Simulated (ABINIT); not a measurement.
A run of ABINIT 10.8.3 (patched build) is set up as follows.

File run.abi:

```
# Pseudopotentials
pp_dirpath "./"
pseudos "In.upf"

# Structure
acell 6.1007121238 6.1007121238 6.1007121238
rprim
    -0.5773502692     0.5773502692     0.5773502692
     0.5773502692    -0.5773502692     0.5773502692
     0.5773502692     0.5773502692    -0.5773502692
ntypat 1
znucl 49
natom 1
typat 1
xred
     0.0000000000     0.0000000000     0.0000000000
chkprim 0
chksymtnons 0
tolsym 1.0e-6

# Plane-wave basis
ecut 952.398519 eV

# k points
kptopt 1
ngkpt 8 8 8
nshiftk 1
shiftk 0.0 0.0 0.0

# Exchange and correlation
ixc -116133

# Bands and occupations
nband 11
occopt 3
tsmear 0.05 eV

# SCF cycle
nstep 100
tolvrs 1.0e-10

# Output
iomode 3
prtwf 0
prteig 0
prtebands 0
prtden 1
prtvha 1
prtvclmb 1
prtpot 1
prtelf 1
```

Potentials or basis: PseudoDojo NC SR PBEsol v0.4.1 standard.

Launch:

```console
$ mpirun --bind-to none -np 4 abinit run.abi > log 2>&1
```

Task: Predict the pressure.

Result: 0.0 GPa.

Task: What does it give for the band gap on the k mesh?

Result: None (metal or under the smearing width).
